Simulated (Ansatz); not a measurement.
# W: trigonal deformation path

Computed with DFT PBE, scalar-relativistic, plane waves, PAW (Ansatz). Cutoff 420 eV, Γ-centred 24×24×24 k-points, Gaussian smearing of 0.15 eV. Spin–orbit coupling is left out, which can shift energies with elements as heavy as these. No spin polarisation. Energies are free energies at this smearing, counted from the undisturbed cell; pressure is positive in compression.

The starting cell (as given, not relaxed at this level; it stands at -3.0 GPa):

```
W
1.0
    -1.59730    1.59730    1.59730
     1.59730   -1.59730    1.59730
     1.59730    1.59730   -1.59730
W
1
Direct
  0.00000 0.00000 0.00000
```

At fixed volume and fractional coordinates, lengths along (0.577, 0.577, 0.577) are scaled against those across it; ρ is that ratio over its starting value. The cell is metallic on the mesh throughout. At ρ = 2.000 the cell becomes cubic (Pm-3m), and there the slope of the energy vanishes by symmetry.

| ρ | ΔE (meV/atom) | pressure (GPa) |
| --- | --- | --- |
| 0.500 | 12116.9 | 260.8 |
| 0.600 | 4931.6 | 104.7 |
| 0.710 | 1800.9 | 36.2 |
| 0.850 | 325.2 | 4.2 |
| 0.930 | 55.9 | -1.7 |
| 1.000 | 0.0 | -3.0 |
| 1.080 | 50.1 | -1.8 |
| 1.200 | 251.7 | 3.3 |
| 1.410 | 787.8 | 15.0 |
| 1.700 | 1403.4 | 27.7 |
| 2.000 | 1629.0 | 32.4 |